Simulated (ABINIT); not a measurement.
SiC (Moissanite):

```
CELL_PARAMETERS angstrom
3.07600 0.00000 0.00000
-1.53800 2.66389 0.00000
0.00000 0.00000 5.04800
ATOMIC_POSITIONS crystal
Si 0.66667 0.33333 0.50000
Si 0.33333 0.66667 0.00000
C 0.66667 0.33333 0.88500
C 0.33333 0.66667 0.38500
```

Program: ABINIT 10.8.3 (patched build). Alike in all runs: no spin polarisation; cell as given; smearing fermi-dirac 0.05 eV. Hardware: 1 thread of Arm Neoverse V2, on a shared host.

Question: Order these runs on this cell by their wall time, lowest first.
A. task band structure; level OLYP; potentials or basis PseudoDojo NC SR PBE v0.4.1 standard; k mesh 10 × 10 × 5; cutoff (eV) 1116; mesh quality not flagged
B. task band structure; level LDA-Teter; potentials or basis JTH PAW LDA v2.0; k mesh 10 × 10 × 5; cutoff (eV) 544; fine-grid cutoff 1088.46 eV; mesh quality not flagged
C. task single point; level PBEsol; potentials or basis JTH PAW PBE v2.0; k mesh 4 × 4 × 2; cutoff (eV) 544; fine-grid cutoff 1088.46 eV; mesh quality coarse

Answer: C (13 s), B (34 s), A (93 s).

Caveats: some runs use coarse meshes.

Runs at the PBE level aren't shown here.
